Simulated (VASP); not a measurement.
Runs of VASP 6.6.1 on BP. The cell holds a sheet with vacuum, 2 atoms: a = 3.200 Å, b = 3.200 Å, c = 16.000 Å, α = 90.00°, β = 90.00°, γ = 120.00°. The cell was built by a generator and needn't be a form met in nature.

```tsv
task	level	cell	k mesh	cutoff (eV)	dipole correction	grid for exact exchange (PRECFOCK)	exchange at q = 0	screening parameter	gap on the mesh (eV)
relaxation of cell and atoms	PBE+D3(BJ)	relaxed	12 × 12 × 1	600	no	-	-	-	0.90
work function	PBE0	P-6m2, 71.13 Å³/atom	6 × 6 × 1	520	yes	Fast	default	-	2.02
work function	PBE	P-6m2, 71.13 Å³/atom	12 × 12 × 1	520	yes	-	-	-	0.90
work function	r2SCAN	P-6m2, 71.13 Å³/atom	12 × 12 × 1	520	yes	-	-	-	1.10
work function	HSE06	P-6m2, 71.13 Å³/atom	6 × 6 × 1	520	yes	Fast	-	0.2 1/A	(a)
```

Alike in all rows: potentials or basis VASP PAW PBE potentials, release 64 (B, P); no spin polarisation; smearing gaussian 0.03 eV.

Problem. Estimate the missing entries.

Solution. (a) 1.37.

Caveats: the PAW data sets were made with another functional, which shifts forces and pressure a little (some runs).

A k mesh can miss the band edges.
